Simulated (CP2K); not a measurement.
The system is SiO2.

```
Si O
1.0
     8.74377    0.00000    0.00000
     6.19989    4.61946    0.00000
     2.54388   -2.20895    4.05708
Si O
4 8
Direct
  0.93677 0.93677 0.56323
  0.68677 0.68677 0.31323
  0.31323 0.31323 0.68677
  0.56323 0.56323 0.93677
  0.06344 0.43656 0.06344
  0.43656 0.06344 0.43656
  0.81344 0.18656 0.81344
  0.18656 0.81344 0.18656
  0.12500 0.62500 0.62500
  0.62500 0.62500 0.62500
  0.62500 0.62500 0.12500
  0.62500 0.12500 0.62500
```

The cell comes from a database or a generator and needn't be the stable form of this composition.

Program: CP2K 2026.2. Alike in all runs: task atomic charges; level PBE; no spin polarisation; cell as given; k mesh 5 × 5 × 5; smearing fermi-dirac 0.05 eV. Hardware: 2 MPI ranks on Arm Neoverse V2, with other jobs on the host.

Task: Order these runs on this cell by their wall time, lowest first.
A. potentials or basis POTENTIAL_UZH Si GTH-PBE-q4, O GTH-PBE-q6; TZV2P-MOLOPT-PBE-GTH basis
B. potentials or basis POTENTIAL_UZH Si GTH-PBE-q4, O GTH-PBE-q6; ccGRB-D basis
C. potentials or basis POTENTIAL_UZH Si GTH-PBE-q4, O GTH-PBE-q6; TZVP-MOLOPT-PBE-GTH basis

Result: B (38 s), C (81 s), A (190 s).
